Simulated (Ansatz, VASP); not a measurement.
**One calculation of Y, two programs**

```
CELL_PARAMETERS angstrom
0.00000 2.53193 2.53193
2.53193 0.00000 2.53193
2.53193 2.53193 0.00000
ATOMIC_POSITIONS crystal
Y 0.00000 0.00000 0.00000
```

Alike in both runs: functional PBE; k mesh 14 × 14 × 14; occupations gaussian, width 0.1 eV; no spin polarisation.

Ansatz relaxed the structure, and its values are those at the end. VASP's run is a single point on that final structure, the one shown.

|  | VASP | Ansatz |
| --- | --- | --- |
| version | VASP 6.6.1 | Ansatz 0.2.0 |
| potentials or method | VASP PAW PBE potentials, release 64 (Y_sv) | scalar-relativistic, plane waves, PAW |
| plane-wave cutoff (eV) | 520 | 420 |
| valence electrons in the cell | 11 | 11 |

|  | VASP | Ansatz | Ansatz less VASP |
| --- | --- | --- | --- |
| gap on the k mesh at the Fermi level (eV) | none | none | - |
| pressure (GPa) | -0.1 | 0.0 | +0.11 |

A gap of «none» marks a metal or a gap that the smearing closes. The functional is the same, so the differences come from potentials, cutoffs and numerics.
